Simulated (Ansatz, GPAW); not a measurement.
This is a calculation of InP for Ansatz 0.2.0. 

input.yaml

```yaml
crystal:
  lattice:
    - [0.0, 2.9305, 2.9305]
    - [2.9305, 0.0, 2.9305]
    - [2.9305, 2.9305, 0.0]
  atoms:
    - { symbol: In, position: [0.0, 0.0, 0.0] }
    - { symbol: P, position: [0.75, 0.75, 0.75] }
kpoints:
  mp_grid: { grid: [8, 8, 8] }
scf:
  occupations: { method: gaussian, width: 0.023 }
hamiltonian:
  xc: pbe
  pseudopotentials: { kind: all_electron, lapw: { basis_error: 0.001 } }
output:
  forces: true
  stress: true
  eigenvalues: true
```

Potentials or basis: all-electron LAPW, scalar-relativistic.

Command:

```console
$ ansatz run input.yaml --threads 1 --pin off --max-ram 3072MiB --backend cpu --events-out ev --progress --plain --runs-dir out
```

Question: Set up the same calculation for GPAW 26.7.0 (ASE script). Potentials or basis there: GPAW PAW data sets (gpaw-data 1.2.1), cutoff 600 eV.

Answer: As run (cutoffs and basis follow the program's own potentials, and thresholds, step limits or extra output files can differ):

run.py

```python
from ase.dft.bandgap import bandgap
from ase.io import read, write
from ase.units import GPa
from gpaw import GPAW, PW

atoms = read('InP.xyz')

calc = GPAW(mode=PW(600),
            xc='PBE',
            kpts={'size': (8, 8, 8), 'gamma': True},
            occupations={'name': 'methfessel-paxton', 'order': 0, 'width': 0.023},
            nbands=18,
            convergence={'density': 1e-05, 'energy': 1e-05},
            maxiter=150,
            txt='gpaw.txt')
atoms.calc = calc
energy = atoms.get_potential_energy()
forces = atoms.get_forces()
stress = atoms.get_stress()
calc.write('gs.gpw')
write('result.traj', atoms)
print(f'Energy: {energy:.6f} eV')
print('Forces (eV/A):')
print(forces.round(4))
print('Stress (GPa):', (stress / GPa).round(3))
print('Fermi level:', round(calc.get_fermi_level(), 4), 'eV')
print(f'Gap: {bandgap(calc)[0]:.4f} eV, direct: {bandgap(calc, direct=True)[0]:.4f} eV')
```

File InP.xyz:

```xyz
2
Lattice="0.0000000000 2.9305000000 2.9305000000 2.9305000000 0.0000000000 2.9305000000 2.9305000000 2.9305000000 0.0000000000" Properties=species:S:1:pos:R:3 pbc="T T T"
In     0.0000000000      0.0000000000      0.0000000000
P      4.3957500000      4.3957500000      4.3957500000
```

Potentials or basis: GPAW PAW data sets (gpaw-data 1.2.1), pw.

The run is started by

```bash
$ OMP_NUM_THREADS=1 python run.py
```

Both were run:

|  | Ansatz | GPAW |
| --- | --- | --- |
| Pressure | 3.3 GPa | 3.0 GPa |

Where Ansatz's input types no cutoff or centring, it takes its own default and a Γ-centred mesh.

Pressure is positive in compression.
